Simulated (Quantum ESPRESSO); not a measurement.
## Bi: equation of state with LDA

The system is Bi.

```
CELL_PARAMETERS angstrom
-1.98143 1.98143 1.98143
1.98143 -1.98143 1.98143
1.98143 1.98143 -1.98143
ATOMIC_POSITIONS crystal
Bi 0.00000 0.00000 0.00000
```

This isn't the form of Bi at room conditions, which is rhombohedral.

| Property | Result |
| --- | --- |
| Program | Quantum ESPRESSO 7.5 |
| Task | equation of state |
| Functional | LDA |
| Potentials or basis | PseudoDojo 0.4.1 SR LDA standard |
| Cutoff | 952 eV |
| Density cutoff | 3810 eV |
| k mesh | 9 × 9 × 9 |
| Occupations | fermi-dirac, width 0.05 eV |
| Spin | no spin polarisation |

The equilibrium volume is 29.39 Å³/atom, the bulk modulus is 66 GPa and the pressure derivative of the bulk modulus is 4.9.

Energy against volume, from the lowest point:
| volume (Å³/atom) | energy (meV/atom) |
| --- | --- |
| 29.250 | 0.00 |
| 29.872 | 1.49 |
| 30.495 | 7.83 |
| 31.117 | 18.51 |
| 31.739 | 33.01 |
| 32.362 | 50.86 |
| 32.984 | 71.63 |

All runs of the series together: 50 s on 2 threads of Arm Neoverse V1, with other jobs on the host.
